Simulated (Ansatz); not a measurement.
The system is CdO2.

```xyz
3
Lattice="3.4762 0.0000 0.0000 -1.7381 3.0105 0.0000 0.0000 0.0000 4.1481" Properties=species:S:1:pos:R:3 pbc="T T T"
Cd    0.0000    0.0000    0.0000
O     0.0000    2.0070    1.0130
O     1.7381    1.0035    3.1350
```

The cell comes from a database or a generator and needn't be the stable form of this composition.

Base run:

* Program: Ansatz 0.2.0
* Functional: LDA
* Potentials or basis: Ansatz PAW
* Cutoff: 420 eV (not typed: the program's choice for these potentials)
* k mesh: 9 × 9 × 7
* Occupations: fermi-dirac, width 0.05 eV
* Spin: no spin polarisation

Its results: band gap on the k mesh none (metal or under the smearing width); pressure -14.9 GPa; largest force 0.494 eV/Å.

Question: The run is repeated on the same cell with these changes: functional from LDA to r2SCAN; cutoff from 420 eV (not typed: the program's choice for these potentials) to 500 eV (not typed: the program's choice for these potentials). What comes out?

Answer: Band gap on the k mesh none (metal or under the smearing width); pressure -9.8 GPa; largest force 0.248 eV/Å.

Caveats: the PAW data sets come from PBE, with cores solved anew for the run's functional, which leaves a small shift of forces and pressure.
